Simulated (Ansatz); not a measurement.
The polar optical mode of ZnSe at 4 GPa, worked through

Level of theory: DFT LDA, scalar-relativistic, plane waves, PAW in Ansatz 0.2.0. Cutoff 420 eV, 8×8×8 k-points (Γ-centred), fixed occupations. No spin polarisation. Phonons by linear response, acoustic sum rule imposed.

The cell, relaxed at 4 GPa:
```cif
data_structure
_symmetry_space_group_name_H-M 'P 1'
_symmetry_Int_Tables_number 1
_cell_length_a 3.8720
_cell_length_b 3.8720
_cell_length_c 3.8720
_cell_angle_alpha 60.000
_cell_angle_beta 60.000
_cell_angle_gamma 60.000
_cell_volume 41.05
loop_
_atom_site_label
_atom_site_type_symbol
_atom_site_fract_x
_atom_site_fract_y
_atom_site_fract_z
_atom_site_occupancy
Zn1 Zn 0.00000 0.00000 0.00000 1
Se1 Se 0.75000 0.75000 0.75000 1
```

The run warned that the force constants aren't converged on this k mesh, so the frequencies and all that is formed from them are rough.

Linear response gives ν_TO = 236.7 cm⁻¹, Born charges ±1.893 e (positive on Zn) and ε∞ = 7.396. The primitive cell holds 41.047 Å³, and the masses are 65.380 and 78.971 amu.

Problem. Find ν_LO and the static dielectric constant.

Solution. The long-wave field adds a restoring force: ω_LO² − ω_TO² = Z*²e²/(ε_vac ε∞ μV). In these units ν_LO² − ν_TO² = 4.92064×10⁷ Z*²/(μ V ε∞) cm⁻², with μ = m₁m₂/(m₁ + m₂) = 35.768 amu: 16235 cm⁻². So ν_LO = √(236.7² + 16235) = 268.8 cm⁻¹, and the run gives 268.8. Lyddane–Sachs–Teller then gives ε0 = ε∞ (ν_LO/ν_TO)² = 9.54, against 9.54 in the run (it forms both from the same three quantities, so the match checks the arithmetic only). Between ν_TO and ν_LO the dielectric function is negative and an undamped crystal reflects fully: a reststrahlen band from 37.2 to 42.3 μm.

Problem. What do the Clausius–Mossotti polarisability and the Szigeti charge come to?

Solution. With the Lorentz local field, α = (3V/4π)(ε∞ − 1)/(ε∞ + 2) = 6.67 Å³ for the pair, and e_S = 3Z*/(ε∞ + 2) = 0.60 e. The Born charge includes the electrons' response to the dipole's own local field, and e_S takes that enhancement out. The Lorentz field assumes point-like polarisable ions, a poor picture once ε∞ is this large, since the electron clouds then overlap or are shared, so both numbers are formal here.

Problem. How strongly does a slow electron couple to the LO mode?

Solution. For one isotropic parabolic band, Fröhlich's constant is α_F = (1/ε∞ − 1/ε0) √(m* Ry/ħω_LO), with Ry = 13.606 eV, ħω_LO = 33.3 meV and m* in free-electron masses: α_F = 0.0304 × 20.21 × √m* = 0.61 √m*. The band mass isn't part of this run; for m* = 0.1, 0.3 and 1 it gives 0.19, 0.34, 0.61. In weak coupling the polaron lies α_F ħω_LO below the band edge (11 meV at m* = 0.3) with a mass m*(1 + α_F/6); past α_F of about 5 or 6 that expansion fails. A semilocal functional's ε∞ tends to be too large, which taken alone lowers α_F.

Cost: 1 run of about 2.3 core-minutes, on Intel Xeon Processor @ 2.50GHz (Skylake/Cascade Lake) (shared hosts).

The Born charge of ±1.893 e lies close to the formal valence of two, but that doesn't make ZnSe a fully ionic crystal. It is a dynamical charge, and in a polar covalent sp³ network it includes the electrons that shift between Zn and Se as the bonds stretch. The same polarisable valence electrons screen the long-range field of the LO mode, so the splitting from TO stays moderate and most of the static dielectric constant is electronic rather than lattice in origin.

This also suggests fairly weak Fröhlich coupling for conduction electrons, whose band minimum at Γ is largely s-like and light. Holes are heavier and come from degenerate, warped p-like bands, so the one-band estimate carries over to them poorly. If ε∞ is overestimated, the LO–TO splitting is too small for a given Born charge and TO frequency. With only one pressure computed, nothing follows about how compression changes the bond polarity or the splitting.
